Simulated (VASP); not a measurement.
# GaSb (F-43m) in VASP: single point with PBE

Aim: the single point of GaSb with PBE.

Everything below comes from runs of VASP 6.6.1. Logs are shortened: lines on timing, memory, paths and dates and some standing lists are left out, and cuts for length are marked.

**Measured values to compare with.**

From a printed reference work, data compilation, for a bulk crystal of GaSb at 4.2 K: band gap 0.811 eV (direct).

The runs below are set against these values where they give the same quantity.

## Step 1: The cell of the first run

Symmetry: F-43m, No. 216, cubic system. The conventional cell has a = 6.214 Å, b = 6.214 Å, c = 6.214 Å, α = 90.00°, β = 90.00°, γ = 90.00°. Within 3.5 Å of Ga (site symmetry -43m) lie 4 Sb at 2.69 Å. Within 3.5 Å of Sb (site symmetry -43m) lie 4 Ga at 2.69 Å.

## Step 2: Single point, PBE

Contents of INCAR:

```
PREC = Accurate ; ENCUT = 520
EDIFF = 1E-6 ; ISMEAR = 0
SIGMA = 0.1 ; LREAL = F
LASPH = T ; NELM = 80
ALGO = Normal ; ISIF = 2
LWAVE = F ; LCHARG = F
GGA = PE ; NBANDS = 16
ISYM = 0
```

Contents of KPOINTS:

```
regular mesh
0
Gamma
  8 8 11
```

Contents of POSCAR:

```
GaSb
1.0
    4.3938492946      0.0000000000      0.0000000000
    0.0000000000      4.3938492946      0.0000000000
    2.1969246473      2.1969246473      3.1069206317
Ga Sb
1 1
Direct
    0.0000000000      0.0000000000      0.0000000000
    0.7500000000      0.2500000000      0.5000000000
```

Potentials or basis: VASP PAW PBE potentials, release 64 (Ga_d, Sb).

Launch:

```sh
$ cat potpaw_PBE.64/Ga_d/POTCAR potpaw_PBE.64/Sb/POTCAR > POTCAR
$ mpirun -np 1 vasp_std > vasp.out
```

OUTCAR:

```text
PREC = Accurate
   ENCUT = 520
   EDIFF = 1E-6
   ISMEAR = 0
   LREAL = F
   LASPH = T
   NELM = 80
   ISIF = 2
   GGA = PE
   ISYM = 0

 ion  position               nearest neighbor table
   1  0.000  0.000  0.000-   2 2.69   2 2.69   2 2.69   2 2.69
   2  0.750  0.250  0.500-   1 2.69   1 2.69   1 2.69   1 2.69

IMPORTANT INFORMATION: All symmetrisations will be switched off!
NOSYMM: (Re-)initialisation of all symmetry stuff for point group C_1.

----------------------------------------------------------------------------------------

                                     Primitive cell

  volume of cell :      59.9819

  direct lattice vectors                    reciprocal lattice vectors
     4.393849295  0.000000000  0.000000000     0.227590874  0.000000000 -0.160931050
     0.000000000  4.393849295  0.000000000     0.000000000  0.227590874 -0.160931050
     2.196924647  2.196924647  3.106920632     0.000000000  0.000000000  0.321862100

  length of vectors
     4.393849295  4.393849295  4.393849295     0.278740755  0.278740755  0.321862100

  position of ions in fractional coordinates (direct lattice)
     0.000000000  0.000000000  0.000000000
     0.750000000  0.250000000  0.500000000

  ion indices of the primitive-cell ions
   primitive index   ion index
                 1           1
                 2           2

----------------------------------------------------------------------------------------

 KPOINTS: regular mesh

Automatic generation of k-mesh.
 Grid dimensions read from file:
 generate k-points for:    8    8   11

 Generating k-lattice:

  Cartesian coordinates                     Fractional coordinates (reciprocal lattice)
     0.028448859  0.000000000 -0.020116381     0.125000000  0.000000000  0.000000000
     0.000000000  0.028448859 -0.020116381     0.000000000  0.125000000  0.000000000
     0.000000000  0.000000000  0.029260191     0.000000000  0.000000000  0.090909091

  Length of vectors
     0.034842594  0.034842594  0.029260191

  Shift w.r.t. Gamma in fractional coordinates (k-lattice)
     0.000000000  0.000000000  0.000000000

 -----------------------------------------------------------------------------
|                                                                             |
|           W    W    AA    RRRRR   N    N  II  N    N   GGGG   !!!           |
|           W    W   A  A   R    R  NN   N  II  NN   N  G    G  !!!           |
|           W    W  A    A  R    R  N N  N  II  N N  N  G       !!!           |
|           W WW W  AAAAAA  RRRRR   N  N N  II  N  N N  G  GGG   !            |
|           WW  WW  A    A  R   R   N   NN  II  N   NN  G    G                |
|           W    W  A    A  R    R  N    N  II  N    N   GGGG   !!!           |
|                                                                             |
|     Your reciprocal lattice and k-lattice belong to different lattice       |
|     classes:                                                                |
|                                                                             |
|        The reciprocal lattice is body-centered cubic,                       |
|        whereas your k-lattice is base-centered monoclinic.                  |
|                                                                             |
|     Results are often still useful ...                                      |
|                                                                             |
 -----------------------------------------------------------------------------

 WARNING: IBZKPT: internal override: KBLOWUP is changed to .FALSE.
      ... skipping the blow-up phase ...

 Subroutine IBZKPT returns following result:
 ===========================================

 Found    354 irreducible k-points:

 Following reciprocal coordinates:
            Coordinates               Weight
  0.000000  0.000000  0.000000      1.000000
  0.125000  0.000000  0.000000      2.000000
  0.250000  0.000000  0.000000      2.000000
  0.375000  0.000000  0.000000      2.000000
  0.500000  0.000000  0.000000      1.000000
  0.000000  0.125000  0.000000      2.000000
[... 16 lines left out ...]
  0.125000  0.375000  0.000000      2.000000
  0.250000  0.375000  0.000000      2.000000
 [... further k-points ...]
   k-points           NKPTS =    354   k-points in BZ     NKDIM =    354   number of bands    NBANDS=     16
   number of dos      NEDOS =    301   number of ions     NIONS =      2
   total plane-waves  NPLWV =  46656
   dimension x,y,z NGX =    36 NGY =   36 NGZ =   36
   dimension x,y,z NGXF=    72 NGYF=   72 NGZF=   72
   ions per type =               1   1
   NGX,Y,Z   is equivalent  to a cutoff of  13.62, 13.62, 13.62 a.u.
   NGXF,Y,Z  is equivalent  to a cutoff of  27.24, 27.24, 27.24 a.u.
 SYSTEM =  unknown system
   PREC   = accura    normal or accurate (medium, high low for compatibility)
   ISTART =      0    job   : 0-new  1-cont  2-samecut
   ICHARG =      2    charge: 1-file 2-atom 10-const
   ISPIN  =      1    spin polarized calculation?
   LNONCOLLINEAR =      F non collinear calculations
   LSORBIT =      F    spin-orbit coupling
   LASPH  =      T    aspherical Exc in radial PAW
   ENCUT  =  520.0 eV  38.22 Ry    6.18 a.u.   8.17  8.17  8.17*2*pi/ulx,y,z
   NELM   =     80;   NELMIN=  2; NELMDL= -5     # of ELM steps
   EDIFF  = 0.1E-05   stopping-criterion for ELM
   LREAL  =      F    real-space projection
   EDIFFG = 0.1E-04   stopping-criterion for IOM
   NSW    =      0    number of steps for IOM
   IBRION =     -1    ionic relax: 0-MD 1-quasi-New 2-CG
   NFREE  =      0    steps in history (QN), initial steepest desc. (CG)
   ISIF   =      2    stress and relaxation
   ISYM   =      0    0-nonsym 1-usesym 2-fastsym
   POTIM  = 0.5000    time-step for ionic-motion
   TEBEG  =    0.0;   TEEND  =   0.0 temperature during run
   PSTRESS=    0.0 pullay stress
   NELECT =      18.0000    total number of electrons
   NUPDOWN=      -1.0000    fix difference up-down
   EMIN   =  10.00;   EMAX   =-10.00  energy-range for DOS
   EFERMI =   0.00;   METHOD = LEGACY
   ISMEAR =     0;   SIGMA  =   0.10  broadening in eV -4-tet -1-fermi 0-gaus
   EFERMI_NEDOS =   21; number of points for ismear=-14 and -15
   IALGO  =     38    algorithm
   IMIX   =      4    mixing-type and parameters
     AMIX     =   0.40;   BMIX     =  1.00
     AMIX_MAG =   1.60;   BMIX_MAG =  1.00
  volume/ion in A,a.u.               =      29.99       202.39
  Fermi-wavevector in a.u.,A,eV,Ry     =   1.096038  2.071211 16.344661  1.201299
  Thomas-Fermi vector in A             =   2.232372
   LORBIT       =      0    0 simple, 1 ext, 2 COOP (PROOUT), +10 PAW based schemes
   GGA     = PE    functional components
   LHFCALC =     F    Hartree Fock is set to
   AEXX    =    0.0000 exact exchange contribution
   IVDW    =     0    specifies the selected vdW correction
   LEPSILON=     F    determine dielectric tensor
   LRPA    =     F    only Hartree local field effects (RPA)
 non-spin polarized calculation
 Gauss-broadening in eV      SIGMA  =   0.10
  energy-cutoff  :      520.00
  volume of cell :       59.98
 maximum number of plane-waves:      1639
 NGX is ok and might be reduce to    36
   NGX = 17   NGY = 17   NGZ = 17

 number of electron      17.9999991 magnetization

 Free energy of the ion-electron system (eV)
  ---------------------------------------------------
  ext. energy  EPLUGINS =         0.00000000
  ---------------------------------------------------
  free energy    TOTEN  =        -7.37089880 eV

  energy without entropy =       -7.37064234  energy(sigma->0) =       -7.37077057

 E-fermi :   4.4419     XC(G=0):  -8.8869

 val. band max:        4.4050134224   @ k =   0.0000   0.0000   0.0000
 cond. band min:       4.7152979628   @ k =   0.0000   0.5000   0.0000
 fundamental gap:      0.3102845404
 Fermi energy:         4.4418538630

 k-point     1 :       0.0000    0.0000    0.0000
  band No.  band energies     occupation
      1     -10.5432      2.00000
      2     -10.5431      2.00000
      3     -10.5428      2.00000
      4     -10.5003      2.00000
      5     -10.4999      2.00000
      6      -6.7569      2.00000
[... 8 lines left out ...]
     15      12.9082      0.00000
     16      12.9082      0.00000

 k-point     2 :       0.1250    0.0000    0.0000
  band No.  band energies     occupation
      1     -10.5465      2.00000
      2     -10.5416      2.00000
      3     -10.5414      2.00000
      4     -10.5005      2.00000
      5     -10.5000      2.00000
      6      -6.6061      2.00000
[... 8 lines left out ...]
     15      12.1645      0.00000
     16      12.1646      0.00000

 k-point     3 :       0.2500    0.0000    0.0000
  band No.  band energies     occupation
      1     -10.5545      2.00000
      2     -10.5382      2.00000
      3     -10.5379      2.00000
      4     -10.5006      2.00000
      5     -10.5002      2.00000
      6      -6.1785      2.00000
[... 8 lines left out ...]
     15      11.9503      0.00000
     16      11.9503      0.00000

 k-point     4 :       0.3750    0.0000    0.0000
  band No.  band energies     occupation
      1     -10.5625      2.00000
      2     -10.5351      2.00000
      3     -10.5349      2.00000
      4     -10.5003      2.00000
      5     -10.4999      2.00000
      6      -5.5922      2.00000
[... 8 lines left out ...]
     15      12.8501      0.00000
     16      12.8501      0.00000
[... 324 lines left out ...]
 k-point    22 :       0.0000    0.3750    0.0000
  band No.  band energies     occupation
      1     -10.5625      2.00000
      2     -10.5351      2.00000
      3     -10.5349      2.00000
      4     -10.5003      2.00000
      5     -10.4999      2.00000
      6      -5.5922      2.00000
[... 8 lines left out ...]
     15      12.8501      0.00000
     16      12.8501      0.00000

 k-point    23 :       0.1250    0.3750    0.0000
  band No.  band energies     occupation
      1     -10.5658      2.00000
      2     -10.5332      2.00000
      3     -10.5330      2.00000
      4     -10.5007      2.00000
      5     -10.5001      2.00000
      6      -5.3020      2.00000
[... 8 lines left out ...]
     15      12.4743      0.00000
     16      13.8871      0.00000

 k-point    24 :       0.2500    0.3750    0.0000
  band No.  band energies     occupation
      1     -10.5707      2.00000
      2     -10.5304      2.00000
      3     -10.5288      2.00000
      4     -10.5026      2.00000
      5     -10.5002      2.00000
      6      -4.8814      2.00000
[... 8 lines left out ...]
     15      12.4892      0.00000
     16      14.6742      0.00000

 [... further k-points ...]

------------------------ aborting loop because EDIFF is reached ----------------------------------------

  FORCE on cell =-STRESS in cart. coord.  units (eV):
  Direction    XX          YY          ZZ          XY          YZ          ZX
  --------------------------------------------------------------------------------------
  -------------------------------------------------------------------------------------
  Total        0.0374960      0.0374960      0.0180506      0.0001899      0.0006839      0.0006842
  in kB        1.0015569      1.0015565      0.4821484      0.0050718      0.0182663      0.0182744
  external PRESSURE =       0.8284206 kB  Pullay stress =       0.0000000 kB

 VOLUME and BASIS-vectors are now :
 -----------------------------------------------------------------------------
  energy-cutoff  :      520.00
  volume of cell :       59.98
      direct lattice vectors                 reciprocal lattice vectors
     4.393849295  0.000000000  0.000000000     0.227590874  0.000000000 -0.160931050
     0.000000000  4.393849295  0.000000000     0.000000000  0.227590874 -0.160931050
     2.196924647  2.196924647  3.106920632     0.000000000  0.000000000  0.321862100

 POSITION                                       TOTAL-FORCE (eV/Angst)
 -----------------------------------------------------------------------------------
      0.00000      0.00000      0.00000        -0.000122      0.000122     -0.000000
      4.39385      2.19692      1.55346         0.000122     -0.000122      0.000000
 -----------------------------------------------------------------------------------
    total drift:                                0.000000     -0.000000     -0.000000

  FREE ENERGIE OF THE ION-ELECTRON SYSTEM (eV)
  ---------------------------------------------------
  free  energy   TOTEN  =        -7.3708988029 eV

  energy  without entropy=       -7.3706423425  energy(sigma->0) =       -7.37077057
```

It took 12 min on 1 thread of Intel Xeon 8259CL, shared host; peak memory 0.48 GiB.

What came out:

```yaml
Free_energy: -7.3709 eV
Pressure: 0.1 GPa
Band_gap_on_the_k_mesh: zero (filled and empty bands touch)
```

Caveat: semilocal functionals underestimate gaps, and a narrow one can read as zero; spin-orbit coupling is left out, which moves the levels of the heavy elements.

## Step 3: How close it comes

Step 2. A measured gap of GaSb is 0.811 eV (direct; 4.2 K; a printed reference work, data compilation); the calculated 0.00 eV misses it by -0.81 eV. Spin-orbit coupling on Ga, Sb is left out. The value is that of PBE on a finite k mesh, which can miss the band edges, without temperature or zero-point motion. Semilocal functionals fall short of measured gaps as a rule.

The gap in the log of VASP goes by the Fermi energy; the results here count the filled bands.